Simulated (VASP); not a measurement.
# LiCl (Pm-3m) in VASP: further runs

The runs below take LiCl through single point, with PBEsol, HSE06, PBE-based screened hybrid.

Everything below comes from runs of VASP 6.6.1. Logs are shortened: lines on timing, memory, paths and dates and some standing lists are left out, and cuts for length are marked.

**1. Starting point**

The structure is cubic, space group Pm-3m (No. 221). Conventional cell: a = 3.271 Å, b = 3.271 Å, c = 3.271 Å, α = 90.00°, β = 90.00°, γ = 90.00°. Li (site symmetry m-3m) has 8 Cl at 2.83 Å as nearest neighbours. Around Cl (site symmetry m-3m) lie 8 Li at 2.83 Å.

The cell was built by a generator and needn't be a form met in nature.

**2. Single point, PBEsol**

INCAR

```
  PREC = Accurate
  ENCUT = 520
  EDIFF = 1E-6
  ISMEAR = 0
  SIGMA = 0.01
  LREAL = False
  LASPH = True
  NELM = 60
  ALGO = Fast
  ISIF = 2
  LWAVE = False
  LCHARG = False
  GGA = PS
  NBANDS = 12
```

KPOINTS

```
Automatic mesh
0
Gamma
  6 6 6
```

POSCAR

```
LiCl
1.0
    3.2711235777      0.0000000000      0.0000000000
    0.0000000000      3.2711235777      0.0000000000
    0.0000000000      0.0000000000      3.2711235777
Li Cl
1 1
Direct
    0.0000000000      0.0000000000      0.0000000000
    0.5000000000      0.5000000000      0.5000000000
```

Potentials or basis: VASP PAW PBE potentials, release 64 (Li_sv, Cl).

Command:

```
$ cat potpaw_PBE.64/Li_sv/POTCAR potpaw_PBE.64/Cl/POTCAR > POTCAR
$ mpirun -np 1 vasp_std > vasp.out
```

OUTCAR:

```text
PREC = Accurate
   ENCUT = 520
   EDIFF = 1E-6
   ISMEAR = 0
   LREAL = False
   LASPH = True
   NELM = 60
   ISIF = 2
   GGA = PS

 ion  position               nearest neighbor table
   1  0.000  0.000  0.000-
   2  0.500  0.500  0.500-

  LATTYP: Found a simple cubic cell.
 ALAT       =     3.2711235777

  Lattice vectors:

 A1 = (   3.2711235777,   0.0000000000,   0.0000000000)
 A2 = (   0.0000000000,   3.2711235777,   0.0000000000)
 A3 = (   0.0000000000,   0.0000000000,   3.2711235777)

Analysis of symmetry for initial positions (statically):
=====================================================================
 Subroutine PRICEL returns:
 Original cell was already a primitive cell.

 Routine SETGRP: Setting up the symmetry group for a
 simple cubic supercell.

 Subroutine GETGRP returns: Found 48 space group operations
 (whereof 48 operations were pure point group operations)
 out of a pool of 48 trial point group operations.

The static configuration has the point symmetry O_h .

Analysis of symmetry for dynamics (positions and initial velocities):
=====================================================================
 Subroutine PRICEL returns:
 Original cell was already a primitive cell.

 Routine SETGRP: Setting up the symmetry group for a
 simple cubic supercell.

 Subroutine GETGRP returns: Found 48 space group operations
 (whereof 48 operations were pure point group operations)
 out of a pool of 48 trial point group operations.

The dynamic configuration has the point symmetry O_h .

 Subroutine INISYM returns: Found 48 space group operations
 (whereof 48 operations are pure point group operations),
 and found     1 'primitive' translations

----------------------------------------------------------------------------------------

                                     Primitive cell

  volume of cell :      35.0018

  direct lattice vectors                    reciprocal lattice vectors
     3.271123578  0.000000000  0.000000000     0.305705357  0.000000000  0.000000000
     0.000000000  3.271123578  0.000000000     0.000000000  0.305705357  0.000000000
     0.000000000  0.000000000  3.271123578     0.000000000  0.000000000  0.305705357

  length of vectors
     3.271123578  3.271123578  3.271123578     0.305705357  0.305705357  0.305705357

  position of ions in fractional coordinates (direct lattice)
     0.000000000  0.000000000  0.000000000
     0.500000000  0.500000000  0.500000000

  ion indices of the primitive-cell ions
   primitive index   ion index
                 1           1
                 2           2

----------------------------------------------------------------------------------------

 KPOINTS: Automatic mesh

Automatic generation of k-mesh.
 Grid dimensions read from file:
 generate k-points for:    6    6    6

 Generating k-lattice:

  Cartesian coordinates                     Fractional coordinates (reciprocal lattice)
     0.050950893  0.000000000  0.000000000     0.166666667  0.000000000  0.000000000
     0.000000000  0.050950893  0.000000000     0.000000000  0.166666667  0.000000000
     0.000000000  0.000000000  0.050950893     0.000000000  0.000000000  0.166666667

  Length of vectors
     0.050950893  0.050950893  0.050950893

  Shift w.r.t. Gamma in fractional coordinates (k-lattice)
     0.000000000  0.000000000  0.000000000

 Subroutine IBZKPT returns following result:
 ===========================================

 Found     20 irreducible k-points:

 Following reciprocal coordinates:
            Coordinates               Weight
  0.000000  0.000000  0.000000      1.000000
  0.166667  0.000000  0.000000      6.000000
  0.333333  0.000000  0.000000      6.000000
  0.500000  0.000000  0.000000      3.000000
  0.166667  0.166667  0.000000     12.000000
  0.333333  0.166667  0.000000     24.000000
[... 12 lines left out ...]
  0.500000  0.500000  0.333333      6.000000
  0.500000  0.500000  0.500000      1.000000
   k-points           NKPTS =     20   k-points in BZ     NKDIM =     20   number of bands    NBANDS=     12
   number of dos      NEDOS =    301   number of ions     NIONS =      2
   total plane-waves  NPLWV =  13824
   dimension x,y,z NGX =    24 NGY =   24 NGZ =   24
   dimension x,y,z NGXF=    48 NGYF=   48 NGZF=   48
   ions per type =               1   1
   NGX,Y,Z   is equivalent  to a cutoff of  12.20, 12.20, 12.20 a.u.
   NGXF,Y,Z  is equivalent  to a cutoff of  24.39, 24.39, 24.39 a.u.
 SYSTEM =  unknown system
   PREC   = accura    normal or accurate (medium, high low for compatibility)
   ISTART =      0    job   : 0-new  1-cont  2-samecut
   ICHARG =      2    charge: 1-file 2-atom 10-const
   ISPIN  =      1    spin polarized calculation?
   LNONCOLLINEAR =      F non collinear calculations
   LSORBIT =      F    spin-orbit coupling
   LASPH  =      T    aspherical Exc in radial PAW
   ENCUT  =  520.0 eV  38.22 Ry    6.18 a.u.   6.08  6.08  6.08*2*pi/ulx,y,z
[... 67 lines left out ...]
      8      10.0275      0.00000
      9      14.6731      0.00000
     10      14.6731      0.00000
     11      14.6731      0.00000
     12      18.5323      0.00000

 k-point     2 :       0.1667    0.0000    0.0000
  band No.  band energies     occupation
      1     -43.0873      2.00000
      2     -12.6104      2.00000
      3      -0.3576      2.00000
      4       0.7905      2.00000
      5       0.7905      2.00000
      6       6.3787      0.00000
      7      10.3525      0.00000
      8      10.6430      0.00000
      9      13.7162      0.00000
     10      13.7162      0.00000
     11      14.9176      0.00000
     12      18.7271      0.00000

 k-point     3 :       0.3333    0.0000    0.0000
  band No.  band energies     occupation
      1     -43.0859      2.00000
      2     -12.3504      2.00000
      3      -1.8769      2.00000
      4       1.0291      2.00000
      5       1.0291      2.00000
      6       6.9949      0.00000
      7      11.0304      0.00000
      8      11.2298      0.00000
      9      12.2761      0.00000
     10      12.2761      0.00000
     11      17.2235      0.00000
     12      17.2536      0.00000

 k-point     4 :       0.5000    0.0000    0.0000
  band No.  band energies     occupation
      1     -43.0851      2.00000
      2     -12.2080      2.00000
      3      -2.5092      2.00000
      4       1.1583      2.00000
      5       1.1583      2.00000
      6       7.2053      0.00000
      7      10.9197      0.00000
      8      11.6703      0.00000
      9      11.6703      0.00000
     10      11.9402      0.00000
     11      15.7730      0.00000
     12      19.4357      0.00000

 k-point     5 :       0.1667    0.1667    0.0000
  band No.  band energies     occupation
      1     -43.0866      2.00000
      2     -12.4908      2.00000
      3      -0.3144      2.00000
      4      -0.1482      2.00000
      5       0.8955      2.00000
      6       7.0718      0.00000
      7      10.5408      0.00000
      8      10.9340      0.00000
      9      12.9001      0.00000
     10      13.4322      0.00000
     11      15.3634      0.00000
     12      17.1549      0.00000
[... 168 lines left out ...]
      1     -43.0818      2.00000
      2     -11.6180      2.00000
      3      -1.1146      2.00000
      4      -0.8043      2.00000
      5      -0.8043      2.00000
      6       8.0877      0.00000
      7       8.0877      0.00000
      8       8.1007      0.00000
      9      13.6340      0.00000
     10      16.5831      0.00000
     11      16.5831      0.00000
     12      16.9706      0.00000

 k-point    18 :       0.5000    0.3333    0.3333
  band No.  band energies     occupation
      1     -43.0812      2.00000
      2     -11.4867      2.00000
      3      -1.4936      2.00000
      4      -0.8269      2.00000
      5      -0.5681      2.00000
      6       7.2921      0.00000
      7       7.4928      0.00000
      8       8.1036      0.00000
      9      13.9993      0.00000
     10      16.3697      0.00000
     11      16.8571      0.00000
     12      18.5691      0.00000

 k-point    19 :       0.5000    0.5000    0.3333
  band No.  band energies     occupation
      1     -43.0805      2.00000
      2     -11.3597      2.00000
      3      -1.2637      2.00000
      4      -1.2637      2.00000
      5      -0.4690      2.00000
      6       6.5681      0.00000
      7       7.4082      0.00000
      8       7.4082      0.00000
      9      13.8017      0.00000
     10      16.9560      0.00000
     11      18.9137      0.00000
     12      18.9137      0.00000

 k-point    20 :       0.5000    0.5000    0.5000
  band No.  band energies     occupation
      1     -43.0799      2.00000
      2     -11.2384      2.00000
      3      -1.0065      2.00000
      4      -1.0065      2.00000
      5      -1.0065      2.00000
      6       6.5557      0.00000
      7       6.5557      0.00000
      8       6.5557      0.00000
      9      13.4968      0.00000
     10      19.9677      0.00000
     11      19.9677      0.00000
     12      19.9677      0.00000

------------------------ aborting loop because EDIFF is reached ----------------------------------------

  FORCE on cell =-STRESS in cart. coord.  units (eV):
  Direction    XX          YY          ZZ          XY          YZ          ZX
  --------------------------------------------------------------------------------------
  -------------------------------------------------------------------------------------
  Total       -0.2845175     -0.2845175     -0.2845175     -0.0000000      0.0000000     -0.0000000
  in kB      -13.0235286    -13.0235286    -13.0235286     -0.0000000      0.0000000     -0.0000000
  external PRESSURE =     -13.0235286 kB  Pullay stress =       0.0000000 kB

 VOLUME and BASIS-vectors are now :
 -----------------------------------------------------------------------------
  energy-cutoff  :      520.00
  volume of cell :       35.00
      direct lattice vectors                 reciprocal lattice vectors
     3.271123578  0.000000000  0.000000000     0.305705357  0.000000000  0.000000000
     0.000000000  3.271123578  0.000000000     0.000000000  0.305705357  0.000000000
     0.000000000  0.000000000  3.271123578     0.000000000  0.000000000  0.305705357

 POSITION                                       TOTAL-FORCE (eV/Angst)
 -----------------------------------------------------------------------------------
      0.00000      0.00000      0.00000         0.000000      0.000000      0.000000
      1.63556      1.63556      1.63556         0.000000      0.000000      0.000000
 -----------------------------------------------------------------------------------
    total drift:                                0.000000     -0.000000     -0.000000

  FREE ENERGIE OF THE ION-ELECTRON SYSTEM (eV)
  ---------------------------------------------------
  free  energy   TOTEN  =        -7.0948805998 eV

  energy  without entropy=       -7.0948805998  energy(sigma->0) =       -7.09488060
```

It took 2.7 s on 1 thread of Intel Xeon 6975P-C (Granite Rapids), shared host; peak memory 0.13 GiB.

Results:

```yaml
Free_energy: -7.0949 eV
Band_gap_on_the_k_mesh: 4.28 eV, indirect (least direct gap 5.09 eV)
```

Levels at points of the mesh, in eV from the valence-band top:
| k point | band 1 | band 2 | band 3 | band 4 | band 5 | band 6 | band 7 | band 8 | band 9 | band 10 |
| --- | --- | --- | --- | --- | --- | --- | --- | --- | --- | --- |
| (0.00, 0.00, 0.00) | -44.60 | -14.24 | -0.83 | -0.83 | -0.83 | 4.28 | 8.52 | 8.52 | 13.16 | 13.16 |
| (0.50, 0.00, 0.00) | -44.59 | -13.72 | -4.02 | -0.35 | -0.35 | 5.70 | 9.41 | 10.16 | 10.16 | 10.43 |
| (0.50, 0.50, 0.00) | -44.59 | -13.20 | -3.39 | -3.39 | 0.00 | 5.09 | 9.71 | 9.71 | 10.50 | 13.30 |
| (0.50, 0.50, 0.50) | -44.59 | -12.75 | -2.52 | -2.52 | -2.52 | 5.05 | 5.05 | 5.05 | 11.99 | 18.46 |

Caveat: the cutoff is under 1.25 times the usual one of these potentials, so pressure, stress and relaxed cells hold a basis-set (Pulay) error; the PAW data sets were made with another functional, which shifts forces and pressure a little. A hybrid or GW would open this gap; PBEsol tends to underestimate it.

**3. Single point, HSE06**

POSCAR is that of step 2.

INCAR.step1

```
ALGO = Normal
EDIFF = 1E-5
ENCUT = 520
GGA = PE
ISIF = 2
ISMEAR = 0
LASPH = True
LREAL = False
LWAVE = True
NBANDS = 12
NELM = 60
PREC = Accurate
SIGMA = 0.01
```

INCAR.step2

```
ALGO = Normal
EDIFF = 1E-7
ENCUT = 520
GGA = PE
HFSCREEN = 0.2079
ISIF = 2
ISMEAR = 0
ISTART = 1
LASPH = True
LCHARG = True
LELF = True
LHFCALC = True
LREAL = False
LVHAR = True
LWAVE = False
NBANDS = 12
NELM = 60
PREC = Accurate
PRECFOCK = Normal
SIGMA = 0.01
```

KPOINTS

```
k-points
0
Gamma
  4 4 4
```

Potentials or basis: VASP PAW PBE potentials, release 64 (Li_sv, Cl).

Command:

```
$ cat potpaw_PBE.64/Li_sv/POTCAR potpaw_PBE.64/Cl/POTCAR > POTCAR
$ cp INCAR.step1 INCAR
$ mpirun -np 1 vasp_std > vasp.out
$ cp INCAR.step2 INCAR
$ mpirun -np 1 vasp_std > vasp.out
```

Wall time 49 s (1 thread of Intel Xeon 6975P-C (Granite Rapids), shared host); peak memory 0.23 GiB.

It converged, with:

| Quantity | Value |
| --- | --- |
| Free energy | -7.8460 eV |
| Band gap on the k mesh | 5.69 eV, indirect (least direct gap 6.44 eV) |

Levels at points of the mesh, in eV from the valence-band top:
```
           k point  band 1  band 2  band 3  band 4  band 5  band 6  band 7  band 8  band 9  band 10
(0.00, 0.00, 0.00)  -48.20  -15.56   -0.89   -0.89   -0.89    5.69   10.01   10.01   14.82    14.82
(0.50, 0.00, 0.00)  -48.20  -15.01   -4.26   -0.38   -0.38    7.17   11.04   11.69   11.69    12.01
(0.50, 0.50, 0.00)  -48.20  -14.46   -3.59   -3.59    0.00    6.44   11.34   11.34   12.12    14.95
(0.50, 0.50, 0.50)  -48.19  -13.98   -2.68   -2.68   -2.68    6.42    6.42    6.42   13.56    20.48
```

Caveat: the k mesh is coarse (spacing up to 0.48 Å⁻¹), so the values aren't converged, least of all with exact exchange; the cutoff is under 1.25 times the usual one of these potentials, so pressure, stress and relaxed cells hold a basis-set (Pulay) error; the PAW data sets were made with another functional, which shifts forces and pressure a little.

**4. Single point, PBEsol**

INCAR

```
SYSTEM = LiCl
ALGO     = Normal         ! electronic algorithm
EDIFF    = 1E-6           ! SCF threshold, eV
ENCUT    = 520            ! plane-wave cutoff, eV
GGA      = PS             ! functional
ISIF     = 2              ! what is computed and relaxed
ISMEAR   = 0              ! smearing method
LASPH    = .True.         ! aspherical terms in the spheres
LCHARG   = .False.        ! write CHGCAR
LREAL    = .False.        ! projectors in reciprocal space
LWAVE    = .False.        ! write WAVECAR
NBANDS   = 12             ! bands
NELM     = 100            ! most SCF steps
PREC     = Accurate       ! precision mode
SIGMA    = 0.01           ! smearing width, eV
```

KPOINTS

```
k-points
0
Gamma
  6 6 6
  0 0 0
```

POSCAR is that of step 3.

Command:

```
$ cat potpaw_PBE.64/Li_sv/POTCAR potpaw_PBE.64/Cl/POTCAR > POTCAR
$ mpirun -np 1 vasp_std > vasp.out
```

Wall time 2.3 s (1 thread of Intel Xeon 6975P-C (Granite Rapids), shared host); peak memory 0.13 GiB.

Results (log left out):

```
Free energy            : -7.0949 eV
Band gap on the k mesh : 4.28 eV, indirect (least direct gap 5.09 eV)
```

Levels at points of the mesh, in eV from the valence-band top:
| k point | band 1 | band 2 | band 3 | band 4 | band 5 | band 6 | band 7 | band 8 | band 9 | band 10 |
| --- | --- | --- | --- | --- | --- | --- | --- | --- | --- | --- |
| (0.00, 0.00, 0.00) | -44.59 | -14.24 | -0.83 | -0.83 | -0.83 | 4.28 | 8.52 | 8.52 | 13.17 | 13.17 |
| (0.50, 0.00, 0.00) | -44.59 | -13.72 | -4.02 | -0.35 | -0.35 | 5.70 | 9.41 | 10.16 | 10.16 | 10.43 |
| (0.50, 0.50, 0.00) | -44.58 | -13.20 | -3.39 | -3.39 | 0.00 | 5.09 | 9.71 | 9.71 | 10.50 | 13.30 |
| (0.50, 0.50, 0.50) | -44.58 | -12.75 | -2.52 | -2.52 | -2.52 | 5.05 | 5.05 | 5.05 | 11.99 | 18.46 |

Caveat: the cutoff is under 1.25 times the usual one of these potentials, so pressure, stress and relaxed cells hold a basis-set (Pulay) error; the PAW data sets were made with another functional, which shifts forces and pressure a little. A k mesh can miss the band edges.

**5. Single point, PBE-based screened hybrid**

POSCAR is that of step 4.

INCAR.step1

```
PREC = Accurate
ENCUT = 520
EDIFF = 1E-5
ISMEAR = 0
SIGMA = 0.01
LREAL = F
LASPH = T
NELM = 60
ALGO = Normal
ISIF = 2
LWAVE = T
LCHARG = F
NBANDS = 12
GGA = PE
```

INCAR.step2

```
PREC = Accurate
ENCUT = 520
EDIFF = 1E-6
ISMEAR = 0
SIGMA = 0.01
LREAL = F
LASPH = T
NELM = 60
ALGO = Normal
ISIF = 2
LWAVE = F
LCHARG = F
GGA = PE
LHFCALC = T
AEXX = 1.0
HFSCREEN = 0.5
PRECFOCK = Normal
NBANDS = 12
ISTART = 1
```

KPOINTS

```
Automatic mesh
0
Gamma
  4 4 4
```

Command:

```
$ cat potpaw_PBE.64/Li_sv/POTCAR potpaw_PBE.64/Cl/POTCAR > POTCAR
$ cp INCAR.step1 INCAR
$ mpirun -np 1 vasp_std > vasp.out
$ cp INCAR.step2 INCAR
$ mpirun -np 1 vasp_std > vasp.out
```

Wall time 53 s (1 thread of Intel Xeon 6975P-C (Granite Rapids), shared host); peak memory 0.24 GiB.

It converged, with:

```yaml
Free_energy: -8.1071 eV
Band_gap_on_the_k_mesh: 7.36 eV, indirect (least direct gap 7.86 eV)
```

Levels at points of the mesh, in eV from the valence-band top:
```csv
k point,band 2,band 3,band 4,band 5,band 6,band 7,band 8,band 9
"(0.00, 0.00, 0.00)",-18.48,-0.95,-0.95,-0.95,7.36,11.63,11.63,16.70
"(0.50, 0.00, 0.00)",-17.86,-4.51,-0.42,-0.42,8.86,12.97,13.30,13.30
"(0.50, 0.50, 0.00)",-17.26,-3.83,-3.83,0.00,7.86,13.26,13.26,13.88
"(0.50, 0.50, 0.50)",-16.72,-2.96,-2.96,-2.96,7.92,7.92,7.92,15.37
```

Caveat: the k mesh is coarse (spacing up to 0.48 Å⁻¹), so the values aren't converged; the cutoff is under 1.25 times the usual one of these potentials, so pressure, stress and relaxed cells hold a basis-set (Pulay) error; the PAW data sets were made with another functional, which shifts forces and pressure a little. A k mesh can miss the band edges.

**6. Summary**

```tsv
level	k mesh	exchange at q = 0	grid for exact exchange (PRECFOCK)	screening parameter	share of exact exchange	mesh quality	gap on the mesh (eV)
PBEsol	6 × 6 × 6	-	-	-	-	not flagged	4.28
HSE06	4 × 4 × 4	truncated	Normal	0.2079 1/A	-	coarse	5.69
PBE-based screened hybrid	4 × 4 × 4	truncated	Normal	0.5	1	coarse	7.36
```

Alike in all rows: task single point; potentials or basis VASP PAW PBE potentials, release 64 (Li_sv, Cl); no spin polarisation; cell as given; cutoff (eV) 520; smearing gaussian 0.01 eV.

Caveats: some runs use coarse meshes; the cutoff is under 1.25 times the usual one of these potentials, so pressure, stress and relaxed cells hold a basis-set (Pulay) error; the PAW data sets were made with another functional, which shifts forces and pressure a little.

Absolute energies hang on the potentials; compare differences alone.
